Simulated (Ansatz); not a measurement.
input.yaml (Ansatz)

```yaml
crystal:
  lattice:
    - [2.5814387859, 0.0, 0.0]
    - [-1.2907193929, 2.2355915669, 0.0]
    - [0.0, 0.0, 4.6254527665]
  atoms:
    - { symbol: Cr, position: [0.3333333333, 0.6666666667, 0.25], spin: 1.5 }
    - { symbol: Cr, position: [0.6666666667, 0.3333333333, 0.75], spin: -1.5 }
hamiltonian:
  xc: pbe
  pseudopotentials:
    kind: paw
    azcp:
      Cr: "pseudopotentials/Cr.paw.azcp"
basis:
  ecutwfc: 420
  fft_grid_basis: typed
kpoints:
  mp_grid: { grid: [16, 16, 8], shift: [0, 0, 0] }
magnetization:
  spin_polarized: true
scf:
  occupations: { method: fermi_dirac, width: 0.05 }
  lower_state_search: "off"
output:
  stress: true
```

Terminal output

```
Engine: ansatz 0.2.0, x86_64-unknown-linux-gnu
Pseudopotentials: kind: paw
Pseudopotential: Cr, paw, valence charge 14, recommended cutoff 420 eV (normal) 
Functional definition: PBE
  parameter kappa = 0.804
  parameter beta = 0.06672455060314922
  exchange = pbe_x(kappa = kappa, mu = beta*pi^2/3)
  correlation = pbe_c(beta = beta)
Crystal: 2 atoms, lattice volume = 26.694 Å³
Basis set: ecut = 420 eV, 537 PW (Γ)
Bands: 20, of which v1, the nominal top of the filled ones, is band 14 counted from 1 (13 counted from 0)
Symmetry: 12 space group operations
Space group: P-6m2 (ITA 187), of the structure as read, at distance tolerance 3.0e-5 Å
Magnetic group: BNS 194.267 (UNI 1497), of the structure as read, at distance tolerance 3.0e-5 Å
k-points: 150 of 2048 (time reversal used)
Non-local potential: Cr, projectors of the file, l = 0: 3, l = 1: 2, l = 2: 3, l = 3: 1
PAW form: soft (Blöchl's): semilocal exchange-correlation on the pseudo side does not see the compensation charge
PAW one-centre angular grid: Cr, 590 points (default); XC on 64 Gauss nodes
Initial density: superposition of atomic densities (chi_scale 0.1, normalization cell)
Starting moments: Σ|m| = 3 μB on 2 of 2 sites
Starting magnetic order: antiferromagnet; an inversion exchanges its spin sublattices: spin-degenerate at every k-point
Initial wavefunctions: pseudopotential atomic-orbital guess
Functional: x = pbe(κ = 0.804, μ = 0.2195149727645171), c = pbe(β = 0.06672455060314922)
SCF iter   1: F=—  HF=-6757.455712 eV  |F-HF|=—  |Δ(HF+E_count)|=         —  Δρ=1.44e-1 (↑1.44e-1 ↓1.44e-1)  dr2=1.30e1  dr2_m=1.66e0  M=0.000 μB ∫|m|=1.440 μB  β_m=0.30  ethr=3.10e-3  ⟨swp⟩=3.4  Hψ=20830  notcnv=0  defer=8
SCF iter   2: F=—  HF=-6755.037216 eV  |F-HF|=—  |Δ(HF+E_count)|=    2.42e0  Δρ=7.52e-2 (↑7.52e-2 ↓7.52e-2)  dr2=3.06e0  dr2_m=6.36e-1  M=0.000 μB ∫|m|=1.558 μB  β_m=0.30  ethr=3.10e-3  ⟨swp⟩=2.0  Hψ=13678  notcnv=0  defer=134
SCF iter   3: F=—  HF=-6754.385860 eV  |F-HF|=—  |Δ(HF+E_count)|=   6.51e-1  Δρ=3.18e-2 (↑3.18e-2 ↓3.18e-2)  dr2=9.96e-2  dr2_m=1.86e-1  M=-0.000 μB ∫|m|=1.709 μB  β_m=0.30  ethr=3.10e-3  ⟨swp⟩=2.6  Hψ=12262  notcnv=0  defer=130
SCF iter   4: F=—  HF=-6754.352452 eV  |F-HF|=—  |Δ(HF+E_count)|=   3.34e-2  Δρ=2.72e-2 (↑2.71e-2 ↓2.72e-2)  dr2=2.22e-2  dr2_m=1.73e-1  M=0.000 μB ∫|m|=1.553 μB  β_m=0.30  ethr=3.56e-4  ⟨swp⟩=2.4  Hψ=13352  notcnv=0  defer=58
SCF iter   5: F=—  HF=-6754.364591 eV  |F-HF|=—  |Δ(HF+E_count)|=   1.21e-2  Δρ=2.22e-2 (↑2.22e-2 ↓2.17e-2)  dr2=1.15e-3  dr2_m=1.18e-1  M=-0.000 μB ∫|m|=1.476 μB  β_m=0.30  ethr=7.92e-5  ⟨swp⟩=2.1  Hψ=10441  notcnv=0  defer=58
SCF iter   6: F=—  HF=-6754.380342 eV  |F-HF|=—  |Δ(HF+E_count)|=   1.58e-2  Δρ=2.13e-2 (↑1.85e-2 ↓2.13e-2)  dr2=4.33e-3  dr2_m=9.66e-2  M=0.001 μB ∫|m|=1.375 μB  β_m=0.30  ethr=4.11e-6  ⟨swp⟩=2.1  Hψ=9523  notcnv=0  defer=56
...
SCF iter  23: F=-6754.463052 eV  HF=-6754.463052 eV  |F-HF|=2.94e-8  |Δ(HF+E_count)|=   3.17e-6  Δρ=1.24e-5 (↑1.24e-5 ↓1.12e-5)  dr2=9.32e-9  dr2_m=3.23e-8  M=0.000 μB ∫|m|=0.001 μB  β_m=0.82  ethr=3.57e-10  ⟨swp⟩=2.9  Hψ=24346  notcnv=0
iter 24 did not close the SCF: its close was put off for a magnetic moment that had not settled (scf_convergence_deferred on its scf_iter line)
SCF iter  24: F=-6754.463052 eV  HF=-6754.463052 eV  |F-HF|=2.13e-10  |Δ(HF+E_count)|=   6.65e-8  Δρ=2.08e-6 (↑2.08e-6 ↓1.54e-6)  dr2=3.19e-10  dr2_m=7.57e-10  M=0.000 μB ∫|m|=0.000 μB  β_m=0.91  ethr=3.33e-11  ⟨swp⟩=1.4  Hψ=17816  notcnv=0
iter 25 did not close the SCF: its close was put off for a magnetic moment that had not settled (scf_convergence_deferred on its scf_iter line)
SCF iter  25: F=-6754.463052 eV  HF=-6754.463052 eV  |F-HF|=1.10e-10  |Δ(HF+E_count)|=   1.05e-9  Δρ=7.30e-7 (↑3.20e-7 ↓7.30e-7)  dr2=1.42e-10  dr2_m=6.15e-11  M=0.000 μB ∫|m|=0.000 μB  β_m=0.95  ethr=1.14e-12  ⟨swp⟩=1.0  Hψ=16605  notcnv=0
SCF iter  26: F=-6754.463052 eV  HF=-6754.463052 eV  |F-HF|=5.91e-11  |Δ(HF+E_count)|=  8.09e-11  Δρ=3.46e-7 (↑3.46e-7 ↓2.49e-7)  dr2=6.71e-11  dr2_m=1.51e-11  M=0.000 μB ∫|m|=0.000 μB  ethr=1.00e-12  ⟨swp⟩=1.0  Hψ=14640  notcnv=0
WARN: the starting moments were not kept: the SCF closed with an absolute magnetisation of 2.2e-5 μB, where they sum to 3 μB in size (2 sites). That is at most 0.1 of that sum. Measured as dr2_m measures the in/out step, that magnetisation stands 2.3e-10 eV from none, at or under the dr2_threshold of 1.0e-7 eV: it is no larger than a step whose dr2_m would equal this threshold. The system may hold no moment; this SCF shows only that its start led to no more than that. To try another start: raise the starting moments (crystal.atoms[].spin, magnetization.per_species, magnetization.initial_magnetization, or on a non-collinear deck that types none of these the spinor_matrix: blocks that start its atoms; where the total moment is fixed, keep their sum and leave initial_magnetization as it is; typed ones take the place of any that the run laid by itself, positive ones on a crystal's lanthanoids without a Hubbard term where scf.initial_density.shell_occupations: [] is typed) or, if the notice of its spin-set hold's release reads "site moments contracting" or "site moments show no strong build", lengthen the hold (scf.mixing.spin_hold: { on: { confirm: 4 } }; for m-r²SCAN on two components see the key's manual first). Each may lead to a state that holds a moment. A second SCF, from the converged charge density, with the starting moments and any scf.initial_density.shell_occupations laid on it anew, would have followed, and was not run: the deck does not ask for one (magnetization.retry_lost_moments is false, the default). To let it run, set magnetization.retry_lost_moments: true and run the deck again, where that key's refused combinations let it; where memory then withholds it, that run's warning says so.
SCF 1 converged in 26 iterations: F = -6754.463052 eV  dr2 = 6.71e-11
SCF converged after 26 iterations
Magnetization: 0.0000 μB (14.0000 up, 14.0000 down)
Absolute magnetization: 0.0000 μB (∫|ρ↑−ρ↓|, with the PAW one-centre terms)
Spin contamination: 0.0000 ħ² per cell (⟨S²⟩ above its minimum at these occupations)
Per-site moments (μB) at R_I (Å): [(9.70142080720191e-6, 1.064843499182831), (1.0985299200213053e-5, 1.064843499182831)]
Free energy (F): -6754.463052 eV
Harris-Foulkes:  -6754.463052 eV  (|F-HF|=5.91e-11)
Internal energy: -6754.432073 eV  (E = F + TS)
E sigma→0 (E₀):  -6754.447563 eV
Entropy (-TS):   -0.030979 eV (-15.490 meV/atom)
Fermi energy:    16.238310 eV
--- Per-component energies (eV) ---
  E_band       = -367.524326
  E_kinetic    = 680.726039
  E_local      = -2613.133173  (includes V_loc(G=0)·N_el)
  E_nonlocal   = 156.749166
  E_hartree    = 1119.610833
  E_xc         = -277.626776
  E_vxc        = -353.986995  (∫ρ·V_xc dr)
  E_paw        = -2388.831993  (= ΣΔE_a)
  E_vpaw       = -477.101844  (= ΣTr[D̂ρ^β])
  E_aug_tail   = 0.000705  (compensation charges beyond the density's cutoff)
  E_ewald      = -3431.926874
  E_smearing   = -0.030979  (= −TS)
  E_closure    = 0.000000  (closes the sum)
  Σ components = -6754.463052   (vs F -6754.463052, Δ=0.00e0)
--- Stress (GPa, compression-positive) ---
      -21.892843       0.000000       0.000000
        0.000000     -21.892843       0.000000
        0.000000       0.000000     -19.288784
  P = ⅓ Tr σ = -21.0248 GPa (-210.248 kbar)
```

Launched by

```sh
ansatz run input.yaml --threads 1 --pin off --max-ram 3584MiB --backend cpu --events-out ev --progress --plain --runs-dir out
```

On 1 thread of Intel(R) Xeon(R) Platinum 8259CL CPU @ 2.50GHz (Skylake/Cascade Lake) (shared host) this took about 47 s of wall time and 47 s of CPU time.
